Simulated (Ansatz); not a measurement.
A (001) slab of Si$_{2}$W (I4/mmm (No. 139)), 9 planes, outer planes Si (top) and Si (bottom), with 9 atoms (Si6W3) in a surface cell of A = 10.427 Å², as cut from the bulk:

```
CELL_PARAMETERS angstrom
3.22914 0.00000 0.00000
0.00000 3.22914 0.00000
0.00000 0.00000 25.46974
ATOMIC_POSITIONS crystal
Si 0.00000 0.00000 0.29447
W 0.50000 0.50000 0.34556
Si 0.00000 0.00000 0.39666
Si 0.50000 0.50000 0.44890
W 0.00000 0.00000 0.50000
Si 0.50000 0.50000 0.55110
Si 0.00000 0.00000 0.60334
W 0.50000 0.50000 0.65444
Si 0.00000 0.00000 0.70553
```

Computed with DFT PBE, scalar-relativistic, plane waves, PAW in Ansatz 0.2.0. Plane waves to 420 eV, a k mesh through Γ of 11×11×1 on the computed 9-atom cell and Gaussian smearing (0.10 eV); no spin polarisation. The cell repeats along c with a dipole correction in the vacuum.

Against the same 9 atoms in the bulk, the slab as cut lies 3.284 eV higher and the relaxed slab 3.250 eV higher.

Q: Work out the surface energy before and after relaxation.

A: The slab has two faces, so γ = (E_slab − N·E_bulk)/(2A), the mean of both. As cut: 3.284/(2 × 10.427) = 0.1575 eV/Å², and 1 eV/Å² = 16.02 J/m², so γ = 2.52 J/m². Relaxed: 3.250/(2 × 10.427) = 0.1558 eV/Å² = 2.50 J/m². Relaxation recovers 1.0 % of the cost of cutting.

Q: What is the ideal work of this cut, per area?

A: Griffith's ideal work is 2γ: 5.05 J/m² if the new faces stay rigid, 4.99 J/m² if they relax. Other cuts parallel to this plane can cost less. One thickness was run, 9 planes, so γ can still shift with it.

Cost: 4 runs of about 3.7 core-minutes in all, on Arm Neoverse V2 (shared hosts).